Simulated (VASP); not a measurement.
# Cu (Fm-3m) in VASP: a series of runs

Runs on Cu. Level: PBE. Tasks: relaxation of cell and atoms, vibrations by finite differences.

All numbers are computed with VASP 6.6.1; they aren't measurements. Logs are shortened: lines on timing, memory, paths and dates and some standing lists are left out, and cuts for length are marked.

### 1 The crystal as given

Symmetry: Fm-3m, No. 225, cubic system. Conventional cell: a = 3.615 Å, b = 3.615 Å, c = 3.615 Å, α = 90.00°, β = 90.00°, γ = 90.00°. Cu (site symmetry m-3m) is surrounded by 12 Cu at 2.56 Å.

### 2 Relaxation of cell and atoms, PBE

The input, INCAR:

```
PREC = Accurate
ENCUT = 520
EDIFF = 1E-7
ISMEAR = 0
SIGMA = 1.0
LREAL = False
LASPH = True
NELM = 80
ALGO = Normal
ISIF = 3
LWAVE = False
LCHARG = False
GGA = PE
IBRION = 2
NSW = 80
EDIFFG = -0.002
```

The input, KPOINTS:

```
regular mesh
0
Gamma
  20 20 20
```

The input, POSCAR:

```
Cu
1.0
    0.0000000000      1.8075000000      1.8075000000
    1.8075000000      0.0000000000      1.8075000000
    1.8075000000      1.8075000000      0.0000000000
Cu
1
Direct
    0.0000000000      0.0000000000      0.0000000000
```

Potentials or basis: VASP PAW PBE potentials, release 64 (Cu).

Run with:

```bash
cat potpaw_PBE.64/Cu/POTCAR > POTCAR
mpirun -np 1 vasp_std > vasp.out
```

OUTCAR:

```text
PREC = Accurate
   ENCUT = 520
   EDIFF = 1E-7
   ISMEAR = 0
   LREAL = False
   LASPH = True
   NELM = 80
   ISIF = 3
   GGA = PE
   IBRION = 2
   NSW = 80
   EDIFFG = -0.002

 ion  position               nearest neighbor table
   1  0.000  0.000  0.000-

  LATTYP: Found a face centered cubic cell.
 ALAT       =     3.6150000000

  Lattice vectors:

 A1 = (   0.0000000000,   1.8075000000,   1.8075000000)
 A2 = (   1.8075000000,   0.0000000000,   1.8075000000)
 A3 = (   1.8075000000,   1.8075000000,   0.0000000000)

Analysis of symmetry for initial positions (statically):
=====================================================================
 Subroutine PRICEL returns:
 Original cell was already a primitive cell.

 Routine SETGRP: Setting up the symmetry group for a
 face centered cubic supercell.

 Subroutine GETGRP returns: Found 48 space group operations
 (whereof 48 operations were pure point group operations)
 out of a pool of 48 trial point group operations.

The static configuration has the point symmetry O_h .

Analysis of symmetry for dynamics (positions and initial velocities):
=====================================================================
 Subroutine PRICEL returns:
 Original cell was already a primitive cell.

 Routine SETGRP: Setting up the symmetry group for a
 face centered cubic supercell.

 Subroutine GETGRP returns: Found 48 space group operations
 (whereof 48 operations were pure point group operations)
 out of a pool of 48 trial point group operations.

The dynamic configuration has the point symmetry O_h .

 Subroutine INISYM returns: Found 48 space group operations
 (whereof 48 operations are pure point group operations),
 and found     1 'primitive' translations

----------------------------------------------------------------------------------------

                                     Primitive cell

  volume of cell :      11.8104

  direct lattice vectors                    reciprocal lattice vectors
     0.000000000  1.807500000  1.807500000    -0.276625173  0.276625173  0.276625173
     1.807500000  0.000000000  1.807500000     0.276625173 -0.276625173  0.276625173
     1.807500000  1.807500000  0.000000000     0.276625173  0.276625173 -0.276625173

  length of vectors
     2.556191014  2.556191014  2.556191014     0.479128854  0.479128854  0.479128854

  position of ions in fractional coordinates (direct lattice)
     0.000000000  0.000000000  0.000000000

  ion indices of the primitive-cell ions
   primitive index   ion index
                 1           1

----------------------------------------------------------------------------------------

 KPOINTS: regular mesh

Automatic generation of k-mesh.
 Grid dimensions read from file:
 generate k-points for:   20   20   20

 Generating k-lattice:

  Cartesian coordinates                     Fractional coordinates (reciprocal lattice)
    -0.013831259  0.013831259  0.013831259     0.050000000  0.000000000  0.000000000
     0.013831259 -0.013831259  0.013831259     0.000000000  0.050000000  0.000000000
     0.013831259  0.013831259 -0.013831259     0.000000000  0.000000000  0.050000000

  Length of vectors
     0.023956443  0.023956443  0.023956443

  Shift w.r.t. Gamma in fractional coordinates (k-lattice)
     0.000000000  0.000000000  0.000000000

 Subroutine IBZKPT returns following result:
 ===========================================

 Found    256 irreducible k-points:

 Following reciprocal coordinates:
            Coordinates               Weight
  0.000000  0.000000  0.000000      1.000000
  0.050000  0.000000  0.000000      8.000000
  0.100000  0.000000  0.000000      8.000000
  0.150000  0.000000  0.000000      8.000000
  0.200000  0.000000  0.000000      8.000000
  0.250000  0.000000  0.000000      8.000000
[... 16 lines left out ...]
 -0.400000  0.050000  0.000000     24.000000
 -0.350000  0.050000  0.000000     24.000000
 [... further k-points ...]
   k-points           NKPTS =    256   k-points in BZ     NKDIM =    256   number of bands    NBANDS=      9
   number of dos      NEDOS =    301   number of ions     NIONS =      1
   total plane-waves  NPLWV =   8000
   dimension x,y,z NGX =    20 NGY =   20 NGZ =   20
   dimension x,y,z NGXF=    40 NGYF=   40 NGZF=   40
   ions per type =               1
   NGX,Y,Z   is equivalent  to a cutoff of  13.01, 13.01, 13.01 a.u.
   NGXF,Y,Z  is equivalent  to a cutoff of  26.01, 26.01, 26.01 a.u.
 SYSTEM =  unknown system
   PREC   = accura    normal or accurate (medium, high low for compatibility)
   ISTART =      0    job   : 0-new  1-cont  2-samecut
   ICHARG =      2    charge: 1-file 2-atom 10-const
   ISPIN  =      1    spin polarized calculation?
   LNONCOLLINEAR =      F non collinear calculations
   LSORBIT =      F    spin-orbit coupling
   LASPH  =      T    aspherical Exc in radial PAW
   ENCUT  =  520.0 eV  38.22 Ry    6.18 a.u.   4.75  4.75  4.75*2*pi/ulx,y,z
   NELM   =     80;   NELMIN=  2; NELMDL= -5     # of ELM steps
   EDIFF  = 0.1E-06   stopping-criterion for ELM
   LREAL  =      F    real-space projection
   EDIFFG = -.2E-02   stopping-criterion for IOM
   NSW    =     80    number of steps for IOM
   IBRION =      2    ionic relax: 0-MD 1-quasi-New 2-CG
   NFREE  =      1    steps in history (QN), initial steepest desc. (CG)
   ISIF   =      3    stress and relaxation
   ISYM   =      2    0-nonsym 1-usesym 2-fastsym
   POTIM  = 0.5000    time-step for ionic-motion
   TEBEG  =    0.0;   TEEND  =   0.0 temperature during run
   PSTRESS=    0.0 pullay stress
   NELECT =      11.0000    total number of electrons
   NUPDOWN=      -1.0000    fix difference up-down
   EMIN   =  10.00;   EMAX   =-10.00  energy-range for DOS
   EFERMI =   0.00;   METHOD = LEGACY
   ISMEAR =     0;   SIGMA  =   1.00  broadening in eV -4-tet -1-fermi 0-gaus
   EFERMI_NEDOS =   21; number of points for ismear=-14 and -15
   IALGO  =     38    algorithm
   IMIX   =      4    mixing-type and parameters
     AMIX     =   0.40;   BMIX     =  1.00
     AMIX_MAG =   1.60;   BMIX_MAG =  1.00
  volume/ion in A,a.u.               =      11.81        79.70
  Fermi-wavevector in a.u.,A,eV,Ry     =   1.598763  3.021224 34.777078  2.556043
  Thomas-Fermi vector in A             =   2.696162
   LORBIT       =      0    0 simple, 1 ext, 2 COOP (PROOUT), +10 PAW based schemes
   GGA     = PE    functional components
   LHFCALC =     F    Hartree Fock is set to
   AEXX    =    0.0000 exact exchange contribution
   IVDW    =     0    specifies the selected vdW correction
   LEPSILON=     F    determine dielectric tensor
   LRPA    =     F    only Hartree local field effects (RPA)
 conjugate gradient relaxation of ions
 non-spin polarized calculation
 Gauss-broadening in eV      SIGMA  =   1.00
  energy-cutoff  :      520.00
  volume of cell :       11.81
 maximum number of plane-waves:       332
   NGX =  9   NGY =  9   NGZ =  9

--------------------------------------- Ionic step        1  -------------------------------------------

 number of electron      11.0000001 magnetization

 Free energy of the ion-electron system (eV)
  ---------------------------------------------------
  ext. energy  EPLUGINS =         0.00000000
  ---------------------------------------------------
  free energy    TOTEN  =        -3.80453861 eV

  energy without entropy =       -3.63250596  energy(sigma->0) =       -3.71852228

------------------------ aborting loop because EDIFF is reached ----------------------------------------

  FORCE on cell =-STRESS in cart. coord.  units (eV):
  Direction    XX          YY          ZZ          XY          YZ          ZX
  --------------------------------------------------------------------------------------
  -------------------------------------------------------------------------------------
  Total        0.2255390      0.2255390      0.2255390     -0.0000000      0.0000000      0.0000000
  in kB       30.5961858     30.5961858     30.5961858     -0.0000000      0.0000000      0.0000000
  external PRESSURE =      30.5961858 kB  Pullay stress =       0.0000000 kB
[... 55 lines left out ...]
  energy  without entropy=       -3.6286022181  energy(sigma->0) =       -3.71741718

--------------------------------------- Ionic step        3  -------------------------------------------

 number of electron      10.9999995 magnetization

 Free energy of the ion-electron system (eV)
  ---------------------------------------------------
  ext. energy  EPLUGINS =         0.00000000
  ---------------------------------------------------
  free energy    TOTEN  =        -3.80688748 eV

  energy without entropy =       -3.63123299  energy(sigma->0) =       -3.71906023

 E-fermi :   7.3899     XC(G=0): -12.6097

 val. band max:        7.3892697418   @ k =   0.5000   0.3000   0.1000
 cond. band min:       7.4105957650   @ k =   0.5000   0.2000   0.0500
 fundamental gap:      0.0213260231
 Fermi energy:         7.3898707267

 k-point     1 :       0.0000    0.0000    0.0000
  band No.  band energies     occupation
      1      -1.8673      2.00000
      2       4.3193      1.99999
      3       4.3193      1.99999
      4       4.3193      1.99999
      5       5.1118      1.99873
      6       5.1118      1.99873
      7      29.7524      0.00000
      8      32.2290      0.00000
      9      32.2290      0.00000
[... 265 lines left out ...]
 k-point    24 :      -0.3500    0.0500    0.0000
  band No.  band energies     occupation
      1       1.8899      2.00000
      2       4.3457      1.99998
      3       4.3839      1.99998
      4       4.5397      1.99994
      5       5.4169      1.99473
      6       5.6956      1.98343
      7      14.4690      0.00000
      8      26.8710      0.00000
      9      29.2801      0.00000

 [... further k-points ...]

------------------------ aborting loop because EDIFF is reached ----------------------------------------

  FORCE on cell =-STRESS in cart. coord.  units (eV):
  Direction    XX          YY          ZZ          XY          YZ          ZX
  --------------------------------------------------------------------------------------
  -------------------------------------------------------------------------------------
  Total        0.0004604      0.0004604      0.0004604     -0.0000000      0.0000000      0.0000000
  in kB        0.0611541      0.0611541      0.0611541     -0.0000000      0.0000000      0.0000000
  external PRESSURE =       0.0611541 kB  Pullay stress =       0.0000000 kB
[... 16 lines left out ...]
  FREE ENERGIE OF THE ION-ELECTRON SYSTEM (eV)
  ---------------------------------------------------
  free  energy   TOTEN  =        -3.8068874766 eV

  energy  without entropy=       -3.6312329905  energy(sigma->0) =       -3.71906023

 reached required accuracy - stopping structural energy minimisation
```

Run time: 70 s. Hardware: 1 thread of Intel Xeon Platinum 8259CL at 2.50GHz (Skylake/Cascade Lake), shared host; peak memory 0.15 GiB.

Results:

```yaml
Free_energy: -3.8069 eV
Relaxed_volume: 12.06 Å³/atom
Relaxed_cell: a = 2.574 Å, b = 2.574 Å, c = 2.574 Å, α = 60.00°, β = 60.00°, γ = 60.00°
Space_group_after_relaxing_to_0.05_Å: Fm-3m (No. 225)
Energy_gained_by_relaxing: 2.3 meV/atom
Ionic_steps: 3
Pressure_after_relaxing: 0.0 GPa
Band_gap_on_the_k_mesh: none (metal or under the smearing width)
```

The path:
```
step  energy change (eV)  largest force (eV/Å)  pressure (GPa)  volume (Å³)
   1              0.0000                0.0000            3.06        11.81
   2             -0.0017                0.0000           -1.50        12.20
   3             -0.0023                0.0000            0.01        12.06
```

Final structure:
```yaml
crystal:
  lattice:
    - [0.00000, 1.82026, 1.82026]
    - [1.82026, 0.00000, 1.82026]
    - [1.82026, 1.82026, 0.00000]
  atoms:
    - { symbol: Cu, position: [0.00000, 0.00000, 0.00000] }
```

PBE usually gives volumes a little too large and moduli too small. Zero-point motion and thermal expansion aren't in these numbers.

### 3 Relaxation of cell and atoms, PBE

This run uses another cell than the first one, of 12.06 Å³/atom, 1.021 times its volume.

INCAR is that of step 2.

KPOINTS is that of step 2.

The input, POSCAR:

```
Cu                                      
1.0
   -0.0000000000      1.8202556014      1.8202556014
    1.8202556014     -0.0000000000      1.8202556014
    1.8202556014      1.8202556014     -0.0000000000
  Cu            
     1
Direct
     0.0000000000000000    0.0000000000000000    0.0000000000000000
```

Potentials or basis: VASP PAW PBE potentials, release 64 (Cu).

Run with:

```bash
cat potpaw_PBE.64/Cu/POTCAR > POTCAR
mpirun -np 1 vasp_std > vasp.out
```

Wall time 40 s (1 thread of Intel Xeon Platinum 8259CL at 2.50GHz (Skylake/Cascade Lake), shared host); peak memory 0.15 GiB.

Results (log left out):

```
Free energy                            : -3.8071 eV
Relaxed volume                         : 12.07 Å³/atom
Relaxed cell                           : a = 2.575 Å, b = 2.575 Å, c = 2.575 Å, α = 60.00°, β = 60.00°, γ = 60.00°
Space group after relaxing (to 0.05 Å) : Fm-3m (No. 225)
Energy gained by relaxing              : 0.0 meV/atom
Ionic steps                            : 2
Pressure after relaxing                : 0.0 GPa
Band gap on the k mesh                 : none (metal or under the smearing width)
```

Final structure:
```
Cu
1.0
     0.00000    1.82063    1.82063
     1.82063    0.00000    1.82063
     1.82063    1.82063    0.00000
Cu
1
Direct
  0.00000 0.00000 0.00000
```

Levels at points of the mesh, in eV from the Fermi level:
| k point | band 3 | band 4 | band 5 | band 6 | band 7 | band 8 | band 9 |
| --- | --- | --- | --- | --- | --- | --- | --- |
| (0.00, 0.00, 0.00) | -3.07 | -3.07 | -2.28 | -2.28 | 22.36 | 24.83 | 24.83 |
| (0.50, 0.00, 0.00) | -3.10 | -1.73 | -1.73 | -1.00 | 3.56 | 20.86 | 21.66 |
| (0.50, 0.50, 0.00) | -1.75 | -1.59 | -1.59 | 1.45 | 6.88 | 12.85 | 12.85 |

### 4 Vibrations by finite differences, PBE

This run uses another cell than the first one, of 12.07 Å³/atom, 1.022 times its volume.

The input, INCAR:

```
SYSTEM = Cu
  PREC = Accurate
  ENCUT = 520
  EDIFF = 1E-8
  ISMEAR = 0
  SIGMA = 1.0
  LREAL = .FALSE.
  LASPH = .TRUE.
  NELM = 80
  ALGO = Normal
  ISIF = 3
  LWAVE = .FALSE.
  LCHARG = .FALSE.
  GGA = PE
  NBANDS = 12
  IBRION = 6
  NFREE = 2
  POTIM = 0.015
  NSW = 1
```

The input, KPOINTS:

```
Automatic mesh
0
G
  20 20 20
  0 0 0
```

The input, POSCAR:

```
Cu                                      
1.0
    0.0000000000      1.8206260608      1.8206260608
    1.8206260608     -0.0000000000      1.8206260608
    1.8206260608      1.8206260608     -0.0000000000
  Cu            
     1
Direct
     0.0000000000000000    0.0000000000000000    0.0000000000000000
```

Run with:

```bash
cat potpaw_PBE.64/Cu/POTCAR > POTCAR
mpirun -np 1 vasp_std > vasp.out
```

It took 24 min on 1 thread of Intel Xeon Platinum 8259CL at 2.50GHz (Skylake/Cascade Lake), shared host; peak memory 0.61 GiB.

Results (log left out):

```
Elastic constants C11, C12, C44 : 171, 119, 79 GPa
Voigt bulk modulus              : 136 GPa
```

Elastic tensor in Voigt notation (GPa, in the Cartesian axes of the cell as first typed):
```
171 119 119   0   0   0
119 171 119   0   0   0
119 119 171   0   0   0
  0   0   0  79   0   0
  0   0   0   0  79   0
  0   0   0   0   0  79
```

Clamped-ion elastic tensor (GPa):
```
171 119 119   0   0   0
119 171 119   0   0   0
119 119 171   0   0   0
  0   0   0  79   0   0
  0   0   0   0  79   0
  0   0   0   0   0  79
```
